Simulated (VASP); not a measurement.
# Ga (P2_1/m) in VASP: further runs, part 2 of 2

VASP 6.6.1. The steps go on from the part before.

**6. Single point, r2SCAN**

INCAR reads:

```
SYSTEM = Ga
PREC = Accurate ; ENCUT = 400
EDIFF = 1E-6 ; ISMEAR = -1
SIGMA = 0.2 ; LREAL = .FALSE.
LASPH = .TRUE. ; NELM = 100
ALGO = Normal ; ISIF = 2
LWAVE = .FALSE. ; LCHARG = .FALSE.
METAGGA = R2SCAN ; LMIXTAU = .TRUE.
ADDGRID = .FALSE.
```

KPOINTS reads:

```
Automatic mesh
0
G
  7 6 5
  0 0 0
```

POSCAR reads:

```
Ga
1.0
    2.7784220849      0.0000000000      0.0000000000
    0.0000000000      3.2816087900      0.0000000000
   -1.3434310986      0.0000000000      3.9902731763
Ga
2
Direct
    0.1345962700      0.7500000000      0.7701668300
    0.8654037300      0.2500000000      0.2298331700
```

Potentials or basis: VASP PAW PBE potentials, release 64 (Ga_d).

Started as:

```
$ cat potpaw_PBE.64/Ga_d/POTCAR > POTCAR
$ mpirun -np 1 vasp_std > vasp.out
```

OUTCAR:

```text
SYSTEM = Ga
   PREC = Accurate
   ENCUT = 400
   EDIFF = 1E-6
   ISMEAR = -1
   LREAL = .FALSE.
   LASPH = .TRUE.
   NELM = 100
   ISIF = 2
   METAGGA = R2SCAN

 Found     72 irreducible k-points:

 Following reciprocal coordinates:
            Coordinates               Weight
  0.000000  0.000000  0.000000      1.000000
  0.142857  0.000000 -0.000000      2.000000
  0.285714  0.000000 -0.000000      2.000000
  0.428571  0.000000 -0.000000      2.000000
  0.000000  0.166667  0.000000      2.000000
  0.142857  0.166667 -0.000000      4.000000
   k-points           NKPTS =     72   k-points in BZ     NKDIM =     72   number of bands    NBANDS=     17
   number of dos      NEDOS =    301   number of ions     NIONS =      2
   total plane-waves  NPLWV =  12096
   dimension x,y,z NGX =    18 NGY =   24 NGZ =   28
   dimension x,y,z NGXF=    36 NGYF=   48 NGZF=   56
   ions per type =               2
   NGX,Y,Z   is equivalent  to a cutoff of  10.77, 12.16, 11.06 a.u.
   NGXF,Y,Z  is equivalent  to a cutoff of  21.54, 24.32, 22.11 a.u.
 SYSTEM =  Ga
   PREC   = accura    normal or accurate (medium, high low for compatibility)
   ISTART =      0    job   : 0-new  1-cont  2-samecut
   ICHARG =      2    charge: 1-file 2-atom 10-const
   ISPIN  =      1    spin polarized calculation?
   LNONCOLLINEAR =      F non collinear calculations
   LSORBIT =      F    spin-orbit coupling
   LASPH  =      T    aspherical Exc in radial PAW
   ENCUT  =  400.0 eV  29.40 Ry    5.42 a.u.   4.53  5.35  6.87*2*pi/ulx,y,z
   NELM   =    100;   NELMIN=  2; NELMDL= -5     # of ELM steps
   EDIFF  = 0.1E-05   stopping-criterion for ELM
   LREAL  =      F    real-space projection
   EDIFFG = 0.1E-04   stopping-criterion for IOM
   NSW    =      0    number of steps for IOM
   IBRION =     -1    ionic relax: 0-MD 1-quasi-New 2-CG
   NFREE  =      0    steps in history (QN), initial steepest desc. (CG)
   ISIF   =      2    stress and relaxation
   ISYM   =      2    0-nonsym 1-usesym 2-fastsym
   POTIM  = 0.5000    time-step for ionic-motion
   TEBEG  =    0.0;   TEEND  =   0.0 temperature during run
   PSTRESS=    0.0 pullay stress
   NELECT =      26.0000    total number of electrons
   NUPDOWN=      -1.0000    fix difference up-down
   EMIN   =  10.00;   EMAX   =-10.00  energy-range for DOS
   EFERMI =   0.00;   METHOD = LEGACY
   ISMEAR =    -1;   SIGMA  =   0.20  broadening in eV -4-tet -1-fermi 0-gaus
   EFERMI_NEDOS =   21; number of points for ismear=-14 and -15
   IALGO  =     38    algorithm
   IMIX   =      4    mixing-type and parameters
     AMIX     =   0.40;   BMIX     =  1.00
     AMIX_MAG =   1.60;   BMIX_MAG =  1.00
  volume/ion in A,a.u.               =      18.19       122.76
  Fermi-wavevector in a.u.,A,eV,Ry     =   1.463648  2.765894 29.147302  2.142266
  Thomas-Fermi vector in A             =   2.579718
   LORBIT       =      0    0 simple, 1 ext, 2 COOP (PROOUT), +10 PAW based schemes
   METAGGA = R2SCAN    functional components
   LHFCALC =     F    Hartree Fock is set to
   AEXX    =    0.0000 exact exchange contribution
   IVDW    =     0    specifies the selected vdW correction
   LEPSILON=     F    determine dielectric tensor
   LRPA    =     F    only Hartree local field effects (RPA)
 non-spin polarized calculation
  energy-cutoff  :      400.00
  volume of cell :       36.38
 maximum number of plane-waves:       672
 NGX is ok and might be reduce to    18
   NGX =  9   NGY = 11   NGZ = 13

 number of electron      26.0000017 magnetization

 Free energy of the ion-electron system (eV)
  ---------------------------------------------------
  ext. energy  EPLUGINS =         0.00000000
  ---------------------------------------------------
  free energy    TOTEN  =       -22.72599541 eV

  energy without entropy =      -22.62351435  energy(sigma->0) =      -22.67475488

 E-fermi :   5.7938     XC(G=0): -12.2564

 val. band max:        5.7770282919   @ k =  -0.2857   0.1667   0.4000
 cond. band min:       5.8175467073   @ k =  -0.1429   0.3333   0.4000
 fundamental gap:      0.0405184154
 Fermi energy:         5.7937757270

 k-point     1 :       0.0000    0.0000    0.0000
  band No.  band energies     occupation
      1      -9.9894      2.00000
      2      -9.9774      2.00000
      3      -9.9165      2.00000
      4      -9.9086      2.00000
      5      -9.6368      2.00000
      6      -9.6358      2.00000
[... 9 lines left out ...]
     16      15.4395      0.00000
     17      16.6338      0.00000
[... 81 lines left out ...]
 k-point     6 :       0.1429    0.1667   -0.0000
  band No.  band energies     occupation
      1      -9.9742      2.00000
      2      -9.9096      2.00000
      3      -9.8677      2.00000
      4      -9.8110      2.00000
      5      -9.7296      2.00000
      6      -9.6863      2.00000
[... 9 lines left out ...]
     16      13.0810      0.00000
     17      14.0920      0.00000

 [... further k-points ...]

------------------------ aborting loop because EDIFF is reached ----------------------------------------

  FORCE on cell =-STRESS in cart. coord.  units (eV):
  Direction    XX          YY          ZZ          XY          YZ          ZX
  --------------------------------------------------------------------------------------
  -------------------------------------------------------------------------------------
  Total       -0.0244569      0.2303596     -0.4201320      0.0000000      0.0000000     -0.0586781
  in kB       -1.0770194     10.1444664    -18.5015725      0.0000000      0.0000000     -2.5840404
  external PRESSURE =      -3.1447085 kB  Pullay stress =       0.0000000 kB

 VOLUME and BASIS-vectors are now :
 -----------------------------------------------------------------------------
  energy-cutoff  :      400.00
  volume of cell :       36.38
      direct lattice vectors                 reciprocal lattice vectors
     2.778422085  0.000000000  0.000000000     0.359916517  0.000000000  0.121175424
     0.000000000  3.281608790  0.000000000     0.000000000  0.304728584  0.000000000
    -1.343431099  0.000000000  3.990273176     0.000000000  0.000000000  0.250609408

 POSITION                                       TOTAL-FORCE (eV/Angst)
 -----------------------------------------------------------------------------------
     -0.66070      2.46121      3.07318        -0.011563     -0.000000     -0.113540
      2.09569      0.82040      0.91710         0.011563      0.000000      0.113540
 -----------------------------------------------------------------------------------
    total drift:                               -0.000000     -0.000000      0.000000

  FREE ENERGIE OF THE ION-ELECTRON SYSTEM (eV)
  ---------------------------------------------------
  free  energy   TOTEN  =       -22.7259954063 eV

  energy  without entropy=      -22.6235143478  energy(sigma->0) =      -22.67475488
```

OSZICAR:

```text
N       E                     dE             d eps       ncg     rms          rms(c)
DAV:   1     0.845424921143E+02    0.84542E+02   -0.12470E+04  2545   0.259E+03
DAV:   2    -0.187014354958E+02   -0.10324E+03   -0.10191E+03  2592   0.339E+02
DAV:   3    -0.251086338316E+02   -0.64072E+01   -0.63727E+01  2839   0.852E+01
DAV:   4    -0.251857961562E+02   -0.77162E-01   -0.77039E-01  3034   0.101E+01
DAV:   5    -0.251871660832E+02   -0.13699E-02   -0.13698E-02  2941   0.122E+00    0.144E+00
DAV:   6    -0.227430460613E+02    0.24441E+01   -0.72854E-01  2615   0.153E+01    0.825E-01
DAV:   7    -0.224477316000E+02    0.29531E+00   -0.37599E-01  2705   0.600E+00    0.419E-01
DAV:   8    -0.227172799731E+02   -0.26955E+00   -0.17161E-01  2535   0.310E+00    0.247E-01
DAV:   9    -0.227196830296E+02   -0.24031E-02   -0.14711E-02  2640   0.123E+00    0.722E-02
DAV:  10    -0.227244834816E+02   -0.48005E-02   -0.76515E-03  2535   0.117E+00    0.272E-02
DAV:  11    -0.227254388933E+02   -0.95541E-03   -0.48005E-03  2572   0.528E-01    0.334E-02
DAV:  12    -0.227257682573E+02   -0.32936E-03   -0.18674E-04  2651   0.135E-01    0.251E-02
DAV:  13    -0.227259551848E+02   -0.18693E-03   -0.61438E-04  2565   0.220E-01    0.379E-03
DAV:  14    -0.227259859015E+02   -0.30717E-04   -0.34651E-05  2533   0.458E-02    0.174E-03
DAV:  15    -0.227259886564E+02   -0.27549E-05   -0.13107E-06  2212   0.143E-02    0.147E-03
DAV:  16    -0.227259931381E+02   -0.44817E-05   -0.16452E-06  1687   0.178E-02    0.103E-03
DAV:  17    -0.227259953193E+02   -0.21812E-05   -0.63324E-07  1331   0.850E-03    0.281E-04
DAV:  18    -0.227259954063E+02   -0.87051E-07   -0.12386E-07  1278   0.340E-03
   1 F= -.22725995E+02 E0= -.22674755E+02  d E =-.102481E+00
```

stdout:

```text
POSCAR found type information on POSCAR Ga
 POSCAR found :  1 types and       2 ions
 scaLAPACK will be used
 -----------------------------------------------------------------------------
|                                                                             |
|                                                                             |
|     You enforced a specific xc type in the INCAR file but a different       |
|     I HOPE YOU KNOW WHAT YOU ARE DOING!                                     |
|                                                                             |
 -----------------------------------------------------------------------------

 LDA part: xc-table for (None), standard interpolation
 POSCAR, INCAR and KPOINTS ok, starting setup
 FFT: planning ... GRIDC
 FFT: planning ... GRID_SOFT
 FFT: planning ... GRID
 WAVECAR not read
 entering main loop
```

Run time: 55 s. Hardware: 1 thread of Intel Xeon 6975P-C (Granite Rapids), shared host; peak memory 0.15 GiB.

These settings aren't checked as converged: the numbers below hold their error.

What came out:

| Property | Result |
| --- | --- |
| Free energy | -22.7260 eV |
| Pressure | -0.3 GPa |
| Largest force | 0.114 eV/Å |
| Band gap on the k mesh | none (metal or under the smearing width) |

Caveat: the PAW data sets were made with another functional, which shifts forces and pressure a little.

**7. The reference run**

An earlier run on the cell as given: functional PBE; potentials or basis VASP PAW PBE potentials, release 64 (Ga_d); cutoff 520 eV; k mesh 10 × 8 × 7; occupations fermi-dirac, width 0.05 eV; no spin polarisation.

- Pressure: 3.2 GPa
- Largest force: 0.087 eV/Å
- Band gap on the k mesh: none (metal or under the smearing width)
